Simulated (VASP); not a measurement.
Wanted: the native input for a VASP 6.6.1 run.

* Task: relaxation of cell and atoms
* Functional: PBE
* Potentials or basis: VASP PAW PBE potentials, release 64 (Ni, O)
* Cutoff: 520 eV
* k mesh: 12 × 12 × 12
* Occupations: gaussian, width 0.02 eV
* Spin: collinear spin, ferromagnetic start
* Starting moments: [2.0, 0.0] μB
* Further INCAR settings: ALGO = Normal; EDIFF = 1e-07; IBRION = 2; EDIFFG = -0.002; NSW = 80; ISIF = 3

The structure of NiO lies in POSCAR:

```
NiO
1.0
    0.0000000000      2.0859016400      2.0859016400
    2.0859016400      0.0000000000      2.0859016400
    2.0859016400      2.0859016400      0.0000000000
Ni O
1 1
Direct
    0.0000000000      0.0000000000      0.0000000000
    0.5000000000      0.5000000000      0.5000000000
```

One way to write it, as run:

INCAR

```
SYSTEM = NiO
ALGO     = Normal         ! electronic algorithm
EDIFF    = 1E-7           ! SCF threshold, eV
EDIFFG   = -0.002         ! ionic threshold
ENCUT    = 520            ! plane-wave cutoff, eV
GGA      = PE             ! functional
IBRION   = 2              ! ionic algorithm
ISIF     = 3              ! what is computed and relaxed
ISMEAR   = 0              ! smearing method
ISPIN    = 2              ! spin polarisation
LASPH    = .True.         ! aspherical terms in the spheres
LCHARG   = .False.        ! write CHGCAR
LMAXMIX  = 4              ! l up to which the mixer works
LORBIT   = 11             ! projections on sites
LREAL    = .False.        ! projectors in reciprocal space
LWAVE    = .False.        ! write WAVECAR
MAGMOM   = 2 0            ! initial moments
NELM     = 150            ! most SCF steps
NSW      = 80             ! ionic steps
PREC     = Accurate       ! precision mode
SIGMA    = 0.02           ! smearing width, eV
```

KPOINTS

```
k-points
0
Gamma
  12 12 12
  0 0 0
```

Potentials or basis: VASP PAW PBE potentials, release 64 (Ni, O).

Command:

```sh
$ cat potpaw_PBE.64/Ni/POTCAR potpaw_PBE.64/O/POTCAR > POTCAR
$ mpirun -np 1 vasp_std > vasp.out
```

Results of the run:

```
Relaxed volume                                        : 9.36 Å³/atom
Relaxed cell                                          : a = 2.980 Å, b = 2.980 Å, c = 2.980 Å, α = 60.00°, β = 60.00°, γ = 60.00°
Space group after relaxing (to 0.05 Å)                : Fm-3m (No. 225)
Energy gained by relaxing                             : 4.0 meV/atom
Ionic steps                                           : 4
Pressure after relaxing                               : 0.0 GPa
Band gap on the k mesh                                : none (metal or under the smearing width)
Net moment                                            : 1.80 μB per cell
Site moments                                          : Ni +1.47; O +0.28 μB
Valence electrons inside the program's atomic spheres : Ni 8.93; O 4.97
```

Caveat: a cell with one magnetic atom can't hold antiferromagnetic order, which such compounds often take; semilocal functionals often make such compounds metallic where correlation or magnetic order opens a gap, which also shifts bond lengths.

It took 40 s on 1 thread of Intel(R) Xeon(R) 6975P-C (Granite Rapids), with other jobs on the host, peak memory 0.17 GiB.
